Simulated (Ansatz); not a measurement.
**Silver (diamond) across density functionals**

All rows: Ansatz, plane waves with scalar-relativistic PAW, 420 eV (500 eV for the SCAN forms), relaxed under each functional, no dispersion correction, no zero-point motion. B₀ comes from uniform scaling at fixed shape; a dash is a value not given.

| functional | V (Å³/atom) | cell | B₀ (GPa) | magnetic state | ΔE to fcc (meV/atom) |
| --- | --- | --- | --- | --- | --- |
| PBE | 29.99 | a = 6.214 Å | 30 | spin not included | 783 |
| r²SCAN | 28.30 | a = 6.095 Å | 39 | spin not included | 871 |
| PBEsol | 27.49 | a = 6.036 Å | 42 | spin not included | 990 |
| revPBE | 31.71 | a = 6.331 Å | 23 | spin not included | 690 |
| RPBE | 32.41 | a = 6.377 Å | 21 | spin not included | 654 |
| BLYP | 32.40 | a = 6.376 Å | 24 | spin not included | 463 |

Task: What does LDA give?

Result: V (Å³/atom): 26.07; cell: a = 5.930 Å; B₀ (GPa): 52; magnetic state: spin not included; ΔE to fcc (meV/atom): 1063.
